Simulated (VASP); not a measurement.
The system is KBr.

```
CELL_PARAMETERS angstrom
0.00000 3.30000 3.30000
3.30000 0.00000 3.30000
3.30000 3.30000 0.00000
ATOMIC_POSITIONS crystal
Br 0.50000 0.50000 0.50000
K 0.00000 0.00000 0.00000
```

```yaml
Program: VASP 6.6.1
Task: relaxation of cell and atoms
Functional: BLYP
Potentials_or_basis: VASP PAW PBE potentials, release 64 (Br, K_sv)
Cutoff: 600 eV
k_mesh: 7 × 7 × 7
Occupations: fermi-dirac, width 0.05 eV
Spin: no spin polarisation
```

At the start: pressure 1.5 GPa; volume 35.94 Å³/atom.

Q: How do energy, volume and symmetry change on relaxing?

A: Over 4 steps the energy falls by 16.5 meV/atom and the volume is 39.74 Å³/atom (+10.6 %); space group Fm-3m (No. 225, to 0.05 Å).

The path:
```tsv
step	energy change (eV)	largest force (eV/Å)	pressure (GPa)	volume (Å³)
1	0.0000	0.0000	1.54	71.87
2	-0.0250	0.0000	0.69	75.53
3	-0.0328	0.0000	-0.10	80.08
4	-0.0330	0.0000	0.00	79.49
```

Final structure:
```xyz
2
Lattice="0.0000 3.4126 3.4126 3.4126 0.0000 3.4126 3.4126 3.4126 0.0000" Properties=species:S:1:pos:R:3 pbc="T T T"
Br    3.4126    3.4126    3.4126
K     0.0000    0.0000    0.0000
```

Caveat: the PAW data sets were made with another functional, which shifts forces and pressure a little.
